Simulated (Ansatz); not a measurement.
Cu:

```
CELL_PARAMETERS angstrom
0.00000 1.80750 1.80750
1.80750 0.00000 1.80750
1.80750 1.80750 0.00000
ATOMIC_POSITIONS crystal
Cu 0.00000 0.00000 0.00000
```

Base run:

* Program: Ansatz 0.2.0
* Functional: revPBE
* Potentials or basis: Ansatz PAW
* Cutoff: 420 eV (not typed: the program's choice for these potentials)
* k mesh: 13 × 13 × 13
* Occupations: fermi-dirac, width 0.05 eV
* Spin: no spin polarisation

Its results: band gap on the k mesh none (metal or under the smearing width); pressure 5.2 GPa.

Question: After a change of settings the same cell gave: band gap on the k mesh none (metal or under the smearing width); pressure -12.7 GPa. Which change was it?
A. functional from revPBE to RPBE
B. functional from revPBE to PBEsol
C. functional from revPBE to PBEsol0; k mesh from 13 × 13 × 13 to 7 × 7 × 7
D. functional from revPBE to LDA

Answer: D.

LDA binds more tightly than revPBE, so the same cell stands under less pressure.

Caveats: the PAW data sets come from PBE, with cores solved anew for the run's functional, which leaves a small shift of forces and pressure.

Runs at the PBE level aren't shown here.
